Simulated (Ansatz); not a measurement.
# C: stress in a strained cell

Aim: deform C (zz strain of -3 %) and compute stress, forces and field gradients with LAPW, PAW and all-electron datasets made for the crystal.

Method: DFT PBE, scalar-relativistic, in Ansatz 0.2.0.

## Step 1: The system as given

The structure is orthorhombic, space group Fmmm (No. 69). The conventional cell has a = 2.456 Å, b = 4.254 Å, c = 6.696 Å, α = 90.00°, β = 90.00°, γ = 90.00°. C (site symmetry m2m) has 3 C at 1.42 Å as nearest neighbours.

Structure file:

```
C
1.0
     0.00000    2.12700    3.34800
     1.22800    0.00000    3.34800
     1.22800    2.12700    0.00000
C
2
Direct
  0.16667 0.83333 0.16667
  0.83333 0.16667 0.83333
```

Atoms are numbered in the order of the input: C1, C2.

## Step 2: After the deformation

Space group Fmmm before, Fmmm after.

## Step 3: Full-potential LAPW

File input.yaml:

```yaml
crystal:
  lattice:
    - [0.0, 2.127, 3.24756]
    - [1.228, 0.0, 3.24756]
    - [1.228, 2.127, 0.0]
  atoms:
    - { symbol: C, position: [0.16667, 0.83333, 0.16667] }
    - { symbol: C, position: [0.83333, 0.16667, 0.83333] }
kpoints:
  mp_grid: { grid: [18, 18, 18] }
  band_path:
    path:
      - [0.0, 0.0, 0.0]
      - [0.5, 0.0, 0.5]
      - [1.0, 0.5, 0.5]
      - [0.5, 0.5, 0.0]
      - [0.0, 0.0, 0.0]
      - [0.0, 0.3690756552, 0.3690756552]
      - [1.0, 0.6309243448, 0.6309243448]
      - [1.0, 0.5, 0.5]
      - [0.5, 0.0, 0.5]
    npoints: 5
scf:
  occupations: { method: fermi_dirac, width: 0.05 }
hamiltonian:
  xc: pbe
  pseudopotentials: { kind: all_electron, lapw: { basis_error: 0.00025 } }
output:
  forces: true
  stress: true
  eigenvalues: true
```

Launch:

```
$ ansatz run input.yaml --threads 1 --pin off --max-ram 3072MiB --backend cpu --events-out ev --progress --plain --runs-dir out
```

## Step 4: Frozen-core PAW

File input.yaml:

```yaml
crystal:
  lattice:
    - [0.0, 2.127, 3.24756]
    - [1.228, 0.0, 3.24756]
    - [1.228, 2.127, 0.0]
  atoms:
    - { symbol: C, position: [0.16667, 0.83333, 0.16667] }
    - { symbol: C, position: [0.83333, 0.16667, 0.83333] }
kpoints:
  mp_grid: { grid: [18, 18, 18] }
scf:
  occupations: { method: fermi_dirac, width: 0.05 }
hamiltonian:
  xc: pbe
  pseudopotentials: { kind: paw }
output:
  forces: true
  stress: true
  eigenvalues: true
  efg: { contact_densities: true }
```

## Step 5: Datasets made for this crystal

Edit input.yaml of step 4 so:

```diff
@@ -14,3 +14,3 @@
   xc: pbe
-  pseudopotentials: { kind: paw }
+  pseudopotentials: { kind: all_electron, datasets: crystal }
 output:
```

(Steps that only read results are left out.)

**Question.** What will these runs give? Wanted: pressure; largest shear or deviatoric stress.

**Answer**, as computed:

```
                                 quantity                                           value
                                 pressure  LAPW 5.07, PAW 5.14, crystal datasets 5.07 GPa
largest shear or deviatoric stress (LAPW)                                        0.63 GPa
```

The largest part of the stress beyond the pressure is 0.63 GPa in size, in the yy component; the atoms are carried along and not relaxed. No run of the undeformed cell stands beside it, so the pressure holds what the given cell had before the change. PAW: stress within 0.11 GPa of LAPW. Crystal datasets: stress within 0.01 GPa of LAPW.
